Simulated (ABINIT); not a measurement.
# Quasiparticle gap of AlN (P6_3mc) in ABINIT

Wanted: ground state, empty states, screening and self-energy for AlN (P6_3mc).

Main program and level: ABINIT 10.8.3; PBE and many-body steps on it, plane waves.

The database entry behind the starting cell differs from later determinations by our own check (inner coordinate u about 0.002 short), so it need not match the best structure at ambient conditions.

### 1. Starting point

The structure is hexagonal, space group P6_3mc (No. 186). Conventional cell: a = 3.113 Å, b = 3.113 Å, c = 4.981 Å, α = 90.00°, β = 90.00°, γ = 120.00°. Al has 4 N at 1.89 Å nearest. Nearest to N lie 4 Al at 1.89 Å. Farther neighbours and most contacts between anions are not listed.

As a file:

```cif
data_structure
_symmetry_space_group_name_H-M 'P6_3mc'
_symmetry_Int_Tables_number 186
_cell_length_a 3.1130
_cell_length_b 3.1130
_cell_length_c 4.9810
_cell_angle_alpha 90.000
_cell_angle_beta 90.000
_cell_angle_gamma 120.000
_cell_volume 41.80
loop_
_atom_site_label
_atom_site_type_symbol
_atom_site_symmetry_multiplicity
_atom_site_Wyckoff_symbol
_atom_site_fract_x
_atom_site_fract_y
_atom_site_fract_z
_atom_site_occupancy
Al1 Al 2 b 0.33333 0.66667 0.00000 1
N1 N 2 b 0.33333 0.66667 0.38000 1
```

The cell and positions come from the Crystallography Open Database and are kept as given unless a step says otherwise.

### 2. Ground state

This step: ABINIT 10.8.3; DFT, PBE, plane waves, norm-conserving pseudopotentials.

The ground-state density comes first.

File run.abi:

```
acell 3*1.0 Angstrom
rprim 
  3.113000000011 -0.000000000003 0.000000000000
  -1.556500000003 2.695937081992 0.000000000000
  0.000000000000 0.000000000000 4.981000000000
ntypat 2
znucl 13 7
natom 4
typat 1 1 2 2
xred 
  0.333333333333 0.666666666667 0.000000000000
  0.666666666667 0.333333333333 0.500000000000
  0.333333333333 0.666666666667 0.380000000000
  0.666666666667 0.333333333333 0.880000000000
pp_dirpath "pseudos"
pseudos "Al.upf, N.upf"
ecut 36
ngkpt 6 6 4
nshiftk 1
shiftk 0 0 0
kptopt 1
chksymbreak 0
nband 14
occopt 1
tolvrs 1e-10
nstep 60
prtwf 0
indata_prefix "in"
outdata_prefix "out"
tmpdata_prefix "tmp"
```

On the command line:

```sh
OMP_NUM_THREADS=1 mpirun -n 4 abinit run.abi > log
```

Numbers of over 12 decimals in the logs are rounded to 6 here.

What it wrote:

```text
.Version 10.8.3 of ABINIT. v10.8.2 released Aug 2026.

 Symmetries : space group P6_3 m c (#186); Bravais hP (primitive hexag.)
================================================================================
 Values of the parameters that define the memory need of the present run
     intxc =       0    ionmov =       0      iscf =       7    lmnmax =       6
     lnmax =       6     mgfft =      54  mpssoang =       3    mqgrid =    3001
     natom =       4  nloc_mem =       1    nspden =       1   nspinor =       1
    nsppol =       1      nsym =      12    n1xccc =    2501    ntypat =       2
    occopt =       1   xclevel =       2
-    mband =          14        mffmem =           1         mkmem =           6
       mpw =        2934          nfft =       55296          nkpt =          21
================================================================================
  Rough estimation (10% accuracy) of disk space for files :
================================================================================

--------------------------------------------------------------------------------
------------- Echo of variables that govern the present computation ------------
--------------------------------------------------------------------------------
 -outvars: echo values of preprocessed input variables --------
            acell      1.8897261259E+00  1.8897261259E+00  1.8897261259E+00 Bohr

      chksymbreak           0
             ecut      3.60000000E+01 Hartree
-          fftalg         312

              ixc     -101130
              kpt      0.00000000E+00  0.00000000E+00  0.00000000E+00
                       1.66666667E-01  0.00000000E+00  0.00000000E+00
                       3.33333333E-01  0.00000000E+00  0.00000000E+00
                       5.00000000E-01  0.00000000E+00  0.00000000E+00
                       1.66666667E-01  1.66666667E-01  0.00000000E+00
                       3.33333333E-01  1.66666667E-01  0.00000000E+00
                       3.33333333E-01  3.33333333E-01  0.00000000E+00
                       0.00000000E+00  0.00000000E+00  2.50000000E-01
                       1.66666667E-01  0.00000000E+00  2.50000000E-01
   [... 10 further rows ...]
                       3.33333333E-01  1.66666667E-01  5.00000000E-01
                       3.33333333E-01  3.33333333E-01  5.00000000E-01
         kptrlatt        6    0    0      0    6    0      0    0    4
          kptrlen      3.52963046E+01
P           mkmem           6
            natom           4
            nband          14
            ngfft          32      32      54
             nkpt          21
            nstep          60
             nsym          12
           ntypat           2
              occ      2.000000  2.000000  2.000000  2.000000  2.000000  2.000000
                       2.000000  2.000000  0.000000  0.000000  0.000000  0.000000
                       0.000000  0.000000
            prtwf           0
            rprim      3.1130000000E+00 -3.0000000000E-12  0.0000000000E+00
[...]
spgroup         186

           tolvrs      1.00000000E-10

             xred      3.3333333333E-01  6.6666666667E-01  1.1102230246E-16
[...]
znucl       13.00000    7.00000

================================================================================

 chkinp: Checking input parameters for consistency.

================================================================================
== DATASET  1 ==================================================================
-   mpi_nproc: 4, omp_nthreads: 1 (-1 if OMP is not activated)

--- !DatasetInfo
iteration_state: {dtset: 1, }
dimensions: {natom: 4, nkpt: 21, mband: 14, nsppol: 1, nspinor: 1, nspden: 1, mpw: 2934, }
cutoff_energies: {ecut:  36.0, pawecutdg:  -1.0, }
electrons: {nelect:   1.60000000E+01, charge:   0.00000000E+00, occopt:   1.00000000E+00, tsmear:   1.00000000E-02, }

 Real(R)+Recip(G) space primitive vectors, cartesian coordinates (Bohr,Bohr^-1):
 R(1)=  5.8827174  0.0000000  0.0000000  G(1)=  0.1699895  0.0981435  0.0000000
 R(2)= -2.9413587  5.0945827  0.0000000  G(2)=  0.0000000  0.1962869  0.0000000
 R(3)=  0.0000000  0.0000000  9.4127258  G(3)=  0.0000000  0.0000000  0.1062392
 Unit cell volume ucvol=  2.8209931E+02 bohr^3
 Angles (23,13,12)=  9.00000000E+01  9.00000000E+01  1.20000000E+02 degrees

 getcut: wavevector=  0.0000  0.0000  0.0000  ngfft=  32  32  54
         ecut(hartree)=     36.000   => boxcut(ratio)=   2.01398

--- Pseudopotential description ------------------------------------------------
- Al Generated using ONCVPSP code by D. R. Hamann
- 13.00000   3.00000  171031                  znucl, zion, pspdat
12 -101130 2 -1 1876                          pspcod,pspxc,lmax,lloc,mmax
     nproj     2     2     2
  pspatm : epsatm=    4.08140545
         --- l  ekb(1:nproj) -->
[...]
pspatm: atomic psp has been read  and splines computed

- N Generated using ONCVPSP code by D. R. Hamann
-  7.00000   5.00000  171031                  znucl, zion, pspdat
12 -101130 1 -1 1058                          pspcod,pspxc,lmax,lloc,mmax
     nproj     2     2     0
  pspatm : epsatm=    5.20977870
         --- l  ekb(1:nproj) -->
[...]
pspatm: atomic psp has been read  and splines computed

[...]
--- !BeginCycle
iteration_state: {dtset: 1, }
solver: {iscf: 7, nstep: 60, nline: 4, wfoptalg: 0, }
tolerances: {tolvrs: 1.00E-10, }

     iter   Etot(hartree)      deltaE(h)  residm     vres2
 ETOT  1  -25.271539827214    -2.527E+01 6.107E-02 8.448E+02
 ETOT  2  -25.352258701810    -8.072E-02 1.435E-02 6.550E+02
 ETOT  3  -25.587401781115    -2.351E-01 2.152E-02 9.364E-01
 ETOT  4  -25.588085893888    -6.841E-04 8.287E-03 1.660E-02
 ETOT  5  -25.588088186692    -2.293E-06 3.580E-03 1.904E-03
 ETOT  6  -25.588088419180    -2.325E-07 1.893E-03 2.744E-05
 ETOT  7  -25.588088426564    -7.385E-09 1.489E-03 4.553E-06
 ETOT  8  -25.588088428187    -1.623E-09 1.240E-03 2.558E-08
 ETOT  9  -25.588088428195    -7.368E-12 2.108E-03 7.436E-10
 ETOT 10  -25.588088428195    -3.553E-13 1.204E-03 6.679E-11

 At SCF step   10       vres2   =  6.68E-11 < tolvrs=  1.00E-10 =>converged.

 Cartesian components of stress tensor (hartree/bohr^3)
  sigma(1 1)= -8.13633608E-05  sigma(3 2)=  0.00000000E+00
  sigma(2 2)= -8.13633608E-05  sigma(3 1)=  0.00000000E+00
  sigma(3 3)= -1.36339024E-04  sigma(2 1)=  0.00000000E+00

--- !ResultsGS
iteration_state: {dtset: 1, }
comment   : Summary of ground state results
lattice_vectors:
- [  5.8827174,  -0.0000000,   0.0000000, ]
- [ -2.9413587,   5.0945827,   0.0000000, ]
- [  0.0000000,   0.0000000,   9.4127258, ]
lattice_lengths: [   5.88272,    5.88272,    9.41273, ]
lattice_angles: [ 90.000,  90.000, 120.000, ] # degrees, (23, 13, 12)
lattice_volume:   2.8209931E+02
convergence: {deltae: -3.553E-13, res2:  6.679E-11, residm:  1.204E-03, diffor: null, }
etotal    :  -2.55880884E+01
entropy   :   0.00000000E+00
fermie    :   1.95302428E-01
cartesian_stress_tensor: # hartree/bohr^3
- [ -8.13633608E-05,   0.00000000E+00,   0.00000000E+00, ]
- [  0.00000000E+00,  -8.13633608E-05,   0.00000000E+00, ]
- [  0.00000000E+00,   0.00000000E+00,  -1.36339024E-04, ]
pressure_GPa:   2.9329E+00
xred      :
- [  3.3333E-01,   6.6667E-01,   1.1102E-16, Al]
- [  6.6667E-01,   3.3333E-01,   5.0000E-01, Al]
- [  3.3333E-01,   6.6667E-01,   3.8000E-01,  N]
- [  6.6667E-01,   3.3333E-01,   8.8000E-01,  N]
cartesian_forces: # hartree/bohr
- [  2.00253080E-29,   4.12914892E-29,  -2.56065607E-03, ]
- [  8.58227486E-30,   2.14715744E-29,  -2.56065607E-03, ]
- [ -3.71898577E-29,  -1.81682552E-29,   2.56065607E-03, ]
- [  8.58227486E-30,  -4.45948083E-29,   2.56065607E-03, ]
force_length_stats: {min:   2.56065607E-03, max:   2.56065607E-03, mean:   2.56065607E-03, }

 Integrated electronic density in atomic spheres:
 ------------------------------------------------
 Atom  Sphere_radius  Integrated_density
[...]
4        2.00000          5.37790308
================================================================================

 ----iterations are completed or convergence reached----

 Mean square residual over all n,k,spin=   65.436E-07; max=  12.038E-04
 reduced coordinates (array xred) for    4 atoms
       0.333333333333      0.666666666667      0.000000000000
       0.666666666667      0.333333333333      0.500000000000
       0.333333333333      0.666666666667      0.380000000000
       0.666666666667      0.333333333333      0.880000000000
 rms dE/dt=  1.3916E-02; max dE/dt=  2.4103E-02; dE/dt below (all hartree)
    1      -0.000000000000     -0.000000000000      0.024103100065
    2       0.000000000000     -0.000000000000      0.024103100065
    3       0.000000000000      0.000000000000     -0.024102406952
    4       0.000000000000      0.000000000000     -0.024102406952

 cartesian coordinates (angstrom) at end:
    1      1.67e-12     1.797291     0.000000
    2      1.556500     0.898646     2.490500
    3      1.67e-12     1.797291     1.892780
    4      1.556500     0.898646     4.383280

 cartesian forces (hartree/bohr) at end:
    1      0.000000     0.000000    -0.00256066
    2      0.000000     0.000000    -0.00256066
    3     -0.000000    -0.000000     0.00256066
    4      0.000000    -0.000000     0.00256066
 frms,max,avg= 1.4783955E-03 2.5606561E-03   0.000E+00  0.000E+00 -3.682E-08 h/b

 cartesian forces (eV/Angstrom) at end:
    1      0.000000     0.000000    -0.131674
    2      0.000000     0.000000    -0.131674
    3     -0.000000    -0.000000     0.131674
    4      0.000000    -0.000000     0.131674
 frms,max,avg= 7.6022152E-02 1.3167423E-01   0.000E+00  0.000E+00 -1.893E-06 e/A
 length scales=  1.889726125908  1.889726125908  1.889726125908 bohr
              =  1.000000000000  1.000000000000  1.000000000000 angstroms
 prteigrs : about to open file out_EIG
 Fermi (or HOMO) energy (hartree) =   0.19530   Average Vxc (hartree)=  -0.39340
 Eigenvalues (hartree) for nkpt=  21  k points:
 kpt#   1, nband= 14, wtk=  0.00694, kpt=  0.0000  0.0000  0.0000 (reduced coord)
  -0.36127   -0.28223   -0.02425    0.16476    0.16476    0.18869    0.18869    0.19530
   0.35040    0.44063    0.58456    0.60656    0.60656    0.67969
 prteigrs : prtvol=0 or 1, do not print more k-points.

--- !EnergyTerms
iteration_state     : {dtset: 1, }
comment             : Components of total free energy in Hartree
kinetic             :  1.63754067526022E+01
hartree             :  5.68913969397744E+00
xc                  : -8.49822455014195E+00
Ewald energy        : -2.17432241271520E+01
psp_core            :  1.05394762412788E+00
local_psp           : -1.71233917846310E+01
non_local_psp       : -1.34174203697761E+00
total_energy        : -2.55880884281950E+01
total_energy_eV     : -6.96287357515931E+02
band_energy         :  5.39239397939089E-02

 Cartesian components of stress tensor (hartree/bohr^3)
  sigma(1 1)= -8.13633608E-05  sigma(3 2)=  0.00000000E+00
  sigma(2 2)= -8.13633608E-05  sigma(3 1)=  0.00000000E+00
  sigma(3 3)= -1.36339024E-04  sigma(2 1)=  0.00000000E+00

-Cartesian components of stress tensor (GPa)         [Pressure=  2.9329E+00 GPa]
- sigma(1 1)= -2.39379272E+00  sigma(3 2)=  0.00000000E+00
- sigma(2 2)= -2.39379272E+00  sigma(3 1)=  0.00000000E+00
- sigma(3 3)= -4.01123257E+00  sigma(2 1)=  0.00000000E+00

== END DATASET(S) ==============================================================
================================================================================

 -outvars: echo values of variables after computation  --------
           etotal     -2.5588088428E+01
            nband          14
             nkpt          21
          spgroup         186
 [... the other variables as echoed above ...]

 Calculation completed.
```

It took 8.5 s on 4 MPI ranks of Arm Neoverse V1, shared host; peak memory 0.28 GiB.

Numbers from this step:

| Quantity | Value |
| --- | --- |
| total energy | -696.2874 eV |
| gap | 4.220 eV |
| k of the valence top | 0, 0, 0 |
| k of the conduction bottom | 0, 0, 0 |
| least direct gap | 4.220 eV |
| pressure | 2.933 GPa |

The gap is direct, at Γ.

The cutoff was set for levels, not for stress, so the pressure can be off by some GPa.

(Part 1 of 3 ends here.)

[Paths, hosts, dates, memory and timing lines, banners, echoed tables and standing remarks are left out of the program output.]

[Logs are printed without paths, hosts, clocks, repeated set-up lines and the standing remarks that a program may print on its own settings, such as how far it seeks lower states.]

[Runs of the session that timed out or met a known fault of the program may be left out.]

[Hosts, paths, dates, database ids (printed as entryN), source tags and the programs' standing remarks are cut or masked in the printed files.]

[G0W0 gaps are taken among the corrected bands and points alone; a level outside them can change the order at an edge.]

[Where Ansatz stands beside ABINIT at settings called matched, ABINIT's density can come from a denser mesh and the files from another edition; pairs whose starting gaps differed by over 0.03 eV were left out, so agreement reads better than it is.]
